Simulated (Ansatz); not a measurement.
Runs of Ansatz 0.2.0 on TiB2. Symmetry: P6/mmm, No. 191, hexagonal system. The conventional cell has a = 3.029 Å, b = 3.029 Å, c = 3.228 Å, α = 90.00°, β = 90.00°, γ = 120.00°. Around Ti (site symmetry 6/mmm) lie 12 B at 2.38 Å. B (site symmetry -6m2) has 3 B at 1.75 Å as nearest neighbours. 

```csv
task,level,U,cell,k mesh,cutoff (eV),smearing,points for each segment of the path,hubbard projectors,double counting,mesh quality,gap on the mesh (eV),pressure (GPa),V0 of scaled cells (Å³/atom),relaxed volume (Å³/atom),B0 (GPa)
relaxation of cell and atoms,PBEsol,-,relaxed,10 × 10 × 8,420,fermi-dirac 0.05 eV,-,-,-,not flagged,none,0.0,-,8.38,-
band structure,HSE06,-,as given,8 × 8 × 6,420,fermi-dirac 0.05 eV,4,-,-,not flagged,none,-,-,-,-
relaxation of cell and atoms,RPBE+D3(BJ),-,relaxed,10 × 10 × 8,420,fermi-dirac 0.05 eV,-,-,-,not flagged,-,0.0,-,(b),-
phonons,r2SCAN,-,as given,8 × 8 × 7,500,fermi-dirac 0.05 eV,-,-,-,not flagged,none,-,-,-,-
relaxation of cell and atoms,PBE+U,Ti d U = 3 eV,relaxed,10 × 10 × 8,420,fermi-dirac 0.05 eV,-,ortho-atomic (the default),fll (the default),not flagged,none,0.0,-,8.66,-
relaxation of cell and atoms,PBEsol+D3(BJ)+ATM,-,relaxed,10 × 10 × 8,420,fermi-dirac 0.05 eV,-,-,-,not flagged,none,0.0,-,8.20,-
equation of state,LDA,-,as given,10 × 10 × 8,420,fermi-dirac 0.05 eV,-,-,-,not flagged,-,-,(a),-,(c)
phonons,PBEsol,-,as given,7 × 7 × 6,420,fermi-dirac 0.05 eV,-,-,-,not flagged,none,-,-,-,-
single point,PBE,-,as given,10 × 10 × 8,420,gaussian 0.019 eV,-,-,-,not flagged,none,0.3,-,-,-
projected density of states,PBEsol,-,as given,6 × 6 × 5,420,fermi-dirac 0.05 eV,-,-,-,coarse,none,-4.9,-,-,-
equation of state,r2SCAN,-,as given,10 × 10 × 8,500,fermi-dirac 0.05 eV,-,-,-,not flagged,-,-,8.51,-,263
projected density of states,PBE0,-,as given,6 × 6 × 5,420,fermi-dirac 0.05 eV,-,-,-,coarse,none,-,-,-,-
```

Alike in all rows: potentials or basis Ansatz PAW; no spin polarisation.

Fill in the values left out.

(a) 8.19; (b) 7.47; (c) 280.

Caveats: some runs use coarse meshes; the PAW data sets come from PBE, with cores solved anew for the run's functional, which leaves a small shift of forces and pressure (some runs); the plane-wave basis is chosen anew once the cell has moved, so the energies of steps on either side of that aren't comparable (some runs); the cell was scaled at fixed shape and fractional positions, which overstates the stiffness of a crystal with free parameters, most of all of layers and chains (some runs); the density of states is complete only up to the lowest level of the last band computed (some runs); the potentials were made for another functional, which shifts forces and pressure (some runs); the volume moved by -13 % from the deposited cell, more than functionals usually miss (some runs); U without spin polarisation on a metal has little footing (some runs).

A k mesh can miss the band edges.

A gap of «none» marks a metal or a gap under the smearing width.

Not every run made on this cell is shown here.
